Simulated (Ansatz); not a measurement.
# AlAs (F-43m): equation of state

The task here is to estimate one member of a computed series from the others.

Program: Ansatz 0.2.0. Level of theory: DFT PBE, scalar-relativistic, plane waves, PAW. These are calculated values, not measurements.

1 further run of the same task is left out (set aside as unsound or not needed). Runs told in other sessions of the task aren't counted.

## The system as given

It takes space group F-43m (No. 216, cubic). Conventional cell: a = 5.729 Å, b = 5.729 Å, c = 5.729 Å, α = 90.00°, β = 90.00°, γ = 90.00°. Around Al (site symmetry -43m) lie 4 As at 2.48 Å. As (site symmetry -43m) has 4 Al at 2.48 Å in its first shell of neighbours.

Coordinates:

```cif
data_structure
_symmetry_space_group_name_H-M 'P 1'
_symmetry_Int_Tables_number 1
_cell_length_a 4.0507
_cell_length_b 4.0507
_cell_length_c 4.0507
_cell_angle_alpha 60.000
_cell_angle_beta 60.000
_cell_angle_gamma 60.000
_cell_volume 47.00
loop_
_atom_site_label
_atom_site_type_symbol
_atom_site_fract_x
_atom_site_fract_y
_atom_site_fract_z
_atom_site_occupancy
Al1 Al 0.00000 0.00000 0.00000 1
As1 As 0.75000 0.75000 0.75000 1
```

This cell comes from an earlier session at PBE: 23.499 Å³/atom at 0.00 GPa, on a 10×10×10 mesh.

Volume factors to run: 0.980, 1.020, 0.960, 1.040.

The first run:

Contents of input.yaml:

```yaml
crystal:
  lattice:
    - [0.0, 2.8450647585, 2.8450647585]
    - [2.8450647585, 0.0, 2.8450647585]
    - [2.8450647585, 2.8450647585, 0.0]
  atoms:
    - { symbol: Al, position: [0.0, 0.0, 0.0] }
    - { symbol: As, position: [0.75, 0.75, 0.75] }
basis:
  ecutwfc: 420
  ecutrho_ratio: 4
kpoints:
  mp_grid: { grid: [10, 10, 10] }
hamiltonian:
  xc: pbe
scf:
  occupations: { method: gaussian, width: 0.05 }
output:
  forces: true
  stress: true
  eigenvalues: true
```

Run with:

```console
$ ansatz run input.yaml --threads 4 --pin off --max-ram 7168MiB --backend cpu --events-out ev --progress --plain --runs-dir out
```

Steps of the session up to this table: At 0.980 of the relaxed volume; Scaling the volume by 1.020; Scaling the volume by 0.960; Scaling the volume by 1.040.

One of the session's tables, all rows but one given; the rest of the session is left out.

It belongs to the step «The fit». 

| volume (Å³/atom) | energy (meV/atom) | pressure (GPa) | gap (eV) |
| --- | --- | --- | --- |
| 22.559 | 8.45 | 2.99 | 1.44 |
| 23.029 | ? | ? | ? |
| 23.499 | 0.00 | 0.00 | 1.50 |
| 23.969 | 1.91 | -1.28 | 1.54 |
| 24.439 | 7.37 | -2.42 | 1.48 |

**Question.** Estimate the row for volume (Å³/atom) = 23.029.

Worked estimate for «energy (meV/atom)». A straight line through the neighbours (22.559, 8.45) and (23.499, 0.00) gives 8.45 + (0.00 − 8.45) × (23.029 − 22.559) / (23.499 − 22.559) = 4.22; a parabola fitted to 3 rows on both sides gives 2.18.

**Answer.** energy (meV/atom): 2.03; pressure (GPa): 1.41; gap (eV): 1.47. In «energy (meV/atom)» the line misses by +2.19 and the parabola by +0.15.
